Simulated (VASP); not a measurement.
# InSb3 (Fm-3m) in VASP: further runs

One crystal, InSb3, is run at these levels: PBE; tasks: single point, relaxation of cell and atoms.

Everything below comes from runs of VASP 6.6.1. Logs are shortened: lines on timing, memory, paths and dates and some standing lists are left out, and cuts for length are marked.

### 1 The crystal as given

The structure is cubic, space group Fm-3m (No. 225). The conventional cell has a = 7.456 Å, b = 7.456 Å, c = 7.456 Å, α = 90.00°, β = 90.00°, γ = 90.00°. In (site symmetry m-3m) is surrounded by 8 Sb at 3.23 Å. Around Sb (site symmetry -43m) lie 4 In at 3.23 Å and 4 Sb at 3.23 Å. Sb (site symmetry m-3m) is surrounded by 8 Sb at 3.23 Å.

The cell comes from a database or a generator and needn't be the stable form of this composition.

### 2 Single point, PBE (relaxed again under DFT PBE, scalar-relativistic, plane waves, PAW)

INCAR reads:

```
SYSTEM = InSb3
  PREC = Accurate
  ENCUT = 520
  EDIFF = 1E-7
  ISMEAR = 0
  SIGMA = 0.1
  LREAL = .FALSE.
  LASPH = .TRUE.
  NELM = 100
  ALGO = Normal
  ISIF = 2
  LWAVE = .FALSE.
  LCHARG = .FALSE.
  GGA = PE
  NBANDS = 22
```

KPOINTS reads:

```
Automatic mesh
0
G
  10 10 10
  0 0 0
```

POSCAR reads:

```
InSb3
1.0
    0.0000000000      3.7914771809      3.7914771809
    3.7914771809      0.0000000000      3.7914771809
    3.7914771809      3.7914771809      0.0000000000
In Sb
1 3
Direct
    0.0000000000      0.0000000000      0.0000000000
    0.2500000000      0.2500000000      0.2500000000
    0.7500000000      0.7500000000      0.7500000000
    0.5000000000      0.5000000000      0.5000000000
```

Potentials or basis: VASP PAW PBE potentials, release 64 (In_d, Sb).

Launch:

```sh
cat potpaw_PBE.64/In_d/POTCAR potpaw_PBE.64/Sb/POTCAR > POTCAR
mpirun -np 1 vasp_std > vasp.out
```

OUTCAR:

```text
SYSTEM = InSb3
   PREC = Accurate
   ENCUT = 520
   EDIFF = 1E-7
   ISMEAR = 0
   LREAL = .FALSE.
   LASPH = .TRUE.
   NELM = 100
   ISIF = 2
   GGA = PE

 ion  position               nearest neighbor table
   1  0.000  0.000  0.000-   3 3.28   3 3.28   3 3.28   2 3.28   3 3.28   2 3.28   2 3.28   2 3.28
                             4 3.79   4 3.79   4 3.79   4 3.79   4 3.79   4 3.79
   2  0.250  0.250  0.250-   1 3.28   1 3.28   1 3.28   1 3.28   4 3.28   4 3.28   4 3.28   4 3.28

   3  0.750  0.750  0.750-   4 3.28   4 3.28   4 3.28   1 3.28   4 3.28   1 3.28   1 3.28   1 3.28

   4  0.500  0.500  0.500-   2 3.28   2 3.28   2 3.28   2 3.28   3 3.28   3 3.28   3 3.28   3 3.28
                             1 3.79   1 3.79   1 3.79   1 3.79   1 3.79   1 3.79

  LATTYP: Found a face centered cubic cell.
 ALAT       =     7.5829543618

  Lattice vectors:

 A1 = (   0.0000000000,   3.7914771809,   3.7914771809)
 A2 = (   3.7914771809,   0.0000000000,   3.7914771809)
 A3 = (   3.7914771809,   3.7914771809,   0.0000000000)

Analysis of symmetry for initial positions (statically):
=====================================================================
 Subroutine PRICEL returns:
 Original cell was already a primitive cell.

 Routine SETGRP: Setting up the symmetry group for a
 face centered cubic supercell.

 Subroutine GETGRP returns: Found 48 space group operations
 (whereof 48 operations were pure point group operations)
 out of a pool of 48 trial point group operations.

The static configuration has the point symmetry O_h .

Analysis of symmetry for dynamics (positions and initial velocities):
=====================================================================
 Subroutine PRICEL returns:
 Original cell was already a primitive cell.

 Routine SETGRP: Setting up the symmetry group for a
 face centered cubic supercell.

 Subroutine GETGRP returns: Found 48 space group operations
 (whereof 48 operations were pure point group operations)
 out of a pool of 48 trial point group operations.

The dynamic configuration has the point symmetry O_h .

 Subroutine INISYM returns: Found 48 space group operations
 (whereof 48 operations are pure point group operations),
 and found     1 'primitive' translations

----------------------------------------------------------------------------------------

                                     Primitive cell

  volume of cell :     109.0072

[... 91 lines left out ...]
   NELM   =    100;   NELMIN=  2; NELMDL= -5     # of ELM steps
   EDIFF  = 0.1E-06   stopping-criterion for ELM
   LREAL  =      F    real-space projection
   EDIFFG = 0.1E-05   stopping-criterion for IOM
   NSW    =      0    number of steps for IOM
   IBRION =     -1    ionic relax: 0-MD 1-quasi-New 2-CG
   NFREE  =      0    steps in history (QN), initial steepest desc. (CG)
   ISIF   =      2    stress and relaxation
   ISYM   =      2    0-nonsym 1-usesym 2-fastsym
   POTIM  = 0.5000    time-step for ionic-motion
   TEBEG  =    0.0;   TEEND  =   0.0 temperature during run
   PSTRESS=    0.0 pullay stress
   NELECT =      28.0000    total number of electrons
   NUPDOWN=      -1.0000    fix difference up-down
   EMIN   =  10.00;   EMAX   =-10.00  energy-range for DOS
   EFERMI =   0.00;   METHOD = LEGACY
   ISMEAR =     0;   SIGMA  =   0.10  broadening in eV -4-tet -1-fermi 0-gaus
   EFERMI_NEDOS =   21; number of points for ismear=-14 and -15
   IALGO  =     38    algorithm
   IMIX   =      4    mixing-type and parameters
     AMIX     =   0.40;   BMIX     =  1.00
     AMIX_MAG =   1.60;   BMIX_MAG =  1.00
  volume/ion in A,a.u.               =      27.25       183.90
  Fermi-wavevector in a.u.,A,eV,Ry     =   1.040660  1.966563 14.734759  1.082974
  Thomas-Fermi vector in A             =   2.175246
   LORBIT       =      0    0 simple, 1 ext, 2 COOP (PROOUT), +10 PAW based schemes
   GGA     = PE    functional components
   LHFCALC =     F    Hartree Fock is set to
   AEXX    =    0.0000 exact exchange contribution
   IVDW    =     0    specifies the selected vdW correction
   LEPSILON=     F    determine dielectric tensor
   LRPA    =     F    only Hartree local field effects (RPA)
 non-spin polarized calculation
 Gauss-broadening in eV      SIGMA  =   0.10
  energy-cutoff  :      520.00
  volume of cell :      109.01
 maximum number of plane-waves:      2954
   NGX = 19   NGY = 19   NGZ = 19

 number of electron      27.9999990 magnetization

 Free energy of the ion-electron system (eV)
  ---------------------------------------------------
  ext. energy  EPLUGINS =         0.00000000
  ---------------------------------------------------
  free energy    TOTEN  =       -14.30733741 eV

  energy without entropy =      -14.29731166  energy(sigma->0) =      -14.30232454

 E-fermi :   7.9906     XC(G=0): -10.1493

 val. band max:        7.9356696689   @ k =   0.4000   0.2000   0.1000
 cond. band min:       8.0227617315   @ k =   0.3000   0.2000   0.1000
 fundamental gap:      0.0870920626
 Fermi energy:         7.9905869122

 k-point     1 :       0.0000    0.0000    0.0000
  band No.  band energies     occupation
      1      -6.5067      2.00000
      2      -6.5067      2.00000
      3      -6.5067      2.00000
      4      -6.4751      2.00000
      5      -6.4751      2.00000
      6      -4.2471      2.00000
[... 589 lines left out ...]
     21      12.4424      0.00000
     22      12.8350      0.00000

 [... further k-points ...]

------------------------ aborting loop because EDIFF is reached ----------------------------------------

  FORCE on cell =-STRESS in cart. coord.  units (eV):
  Direction    XX          YY          ZZ          XY          YZ          ZX
  --------------------------------------------------------------------------------------
  -------------------------------------------------------------------------------------
  Total       -0.0730542     -0.0730542     -0.0730542      0.0000000     -0.0000000      0.0000000
  in kB       -1.0737430     -1.0737430     -1.0737430      0.0000000     -0.0000000      0.0000000
  external PRESSURE =      -1.0737430 kB  Pullay stress =       0.0000000 kB

 VOLUME and BASIS-vectors are now :
 -----------------------------------------------------------------------------
  energy-cutoff  :      520.00
  volume of cell :      109.01
      direct lattice vectors                 reciprocal lattice vectors
     0.000000000  3.791477181  3.791477181    -0.131874722  0.131874722  0.131874722
     3.791477181  0.000000000  3.791477181     0.131874722 -0.131874722  0.131874722
     3.791477181  3.791477181  0.000000000     0.131874722  0.131874722 -0.131874722

 POSITION                                       TOTAL-FORCE (eV/Angst)
 -----------------------------------------------------------------------------------
      0.00000      0.00000      0.00000        -0.000000     -0.000000      0.000000
      1.89574      1.89574      1.89574        -0.000000     -0.000000     -0.000000
      5.68722      5.68722      5.68722         0.000000      0.000000      0.000000
      3.79148      3.79148      3.79148        -0.000000     -0.000000      0.000000
 -----------------------------------------------------------------------------------
    total drift:                               -0.000000      0.000000      0.000000

  FREE ENERGIE OF THE ION-ELECTRON SYSTEM (eV)
  ---------------------------------------------------
  free  energy   TOTEN  =       -14.3073374119 eV

  energy  without entropy=      -14.2973116589  energy(sigma->0) =      -14.30232454
```

stdout:

```text
POSCAR found type information on POSCAR InSb
 POSCAR found :  2 types and       4 ions
 scaLAPACK will be used
 LDA part: xc-table for (Slater+PW92), standard interpolation
 POSCAR, INCAR and KPOINTS ok, starting setup
 FFT: planning ... GRIDC
 FFT: planning ... GRID_SOFT
 FFT: planning ... GRID
 WAVECAR not read
 entering main loop
```

It took 42 s on 1 thread of Intel Xeon 6975P-C (Granite Rapids), shared host; peak memory 0.29 GiB.

Results:

```yaml
Free_energy: -14.3073 eV
Pressure: -0.1 GPa
Band_gap_on_the_k_mesh: none (metal or under the smearing width)
```

### 3 Relaxation of cell and atoms, PBE

INCAR reads:

```
SYSTEM = InSb3
PREC = Accurate
ENCUT = 600
EDIFF = 1E-7
ISMEAR = 0
SIGMA = 0.1
LREAL = .False.
LASPH = .True.
NELM = 60
ALGO = Fast
ISIF = 3
LWAVE = .False.
LCHARG = .False.
GGA = PE
IBRION = 2
NSW = 70
EDIFFG = -0.005
```

KPOINTS reads:

```
regular mesh
0
Gamma
  10 10 10
  0 0 0
```

POSCAR reads:

```
InSb3
1.0
    0.0000000000      3.7279225309      3.7279225309
    3.7279225309      0.0000000000      3.7279225309
    3.7279225309      3.7279225309      0.0000000000
In Sb
1 3
Direct
    0.0000000000      0.0000000000      0.0000000000
    0.2500000000      0.2500000000      0.2500000000
    0.7500000000      0.7500000000      0.7500000000
    0.5000000000      0.5000000000      0.5000000000
```

Potentials or basis: VASP PAW PBE potentials, release 64 (In_d, Sb).

Launch:

```sh
cat potpaw_PBE.64/In_d/POTCAR potpaw_PBE.64/Sb/POTCAR > POTCAR
mpirun -np 1 vasp_std > vasp.out
```

Run time: 2.8 min. Hardware: 1 thread of Intel Xeon 6975P-C (Granite Rapids), shared host; peak memory 0.34 GiB.

The run converged. Its results:

- Free energy: -14.3071 eV
- Relaxed volume: 27.20 Å³/atom
- Relaxed cell: a = 5.358 Å, b = 5.358 Å, c = 5.358 Å, α = 60.00°, β = 60.00°, γ = 60.00°
- Space group after relaxing (to 0.05 Å): Fm-3m (No. 225)
- Energy gained by relaxing: 11.3 meV/atom
- Ionic steps: 3
- Pressure after relaxing: 0.0 GPa

Step by step:
```tsv
step	energy change (eV)	largest force (eV/Å)	pressure (GPa)	volume (Å³)
1	0.0000	0.0000	2.93	103.62
2	-0.0387	0.0000	-0.96	110.89
3	-0.0452	0.0000	0.01	108.79
```

Final structure:
```xyz
4
Lattice="0.0000 3.7890 3.7890 3.7890 0.0000 3.7890 3.7890 3.7890 0.0000" Properties=species:S:1:pos:R:3 pbc="T T T"
In    0.0000    0.0000    0.0000
Sb    1.8945    1.8945    1.8945
Sb    5.6834    5.6834    5.6834
Sb    3.7890    3.7890    3.7890
```

Levels at points of the mesh, in eV from the Fermi level:
```tsv
k point	band 12	band 13	band 14	band 15	band 16	band 17
(0.00, 0.00, 0.00)	-2.36	-2.36	-2.36	-2.29	-0.68	-0.68
(0.50, 0.00, 0.00)	-2.60	-2.60	-0.22	-0.06	1.95	1.95
(0.50, 0.50, 0.00)	0.38	0.91	0.91	1.27	1.73	1.84
```

Caveat: the bands computed are all filled at some k points, so no gap is given.

(Continued in part 2 of 2.)
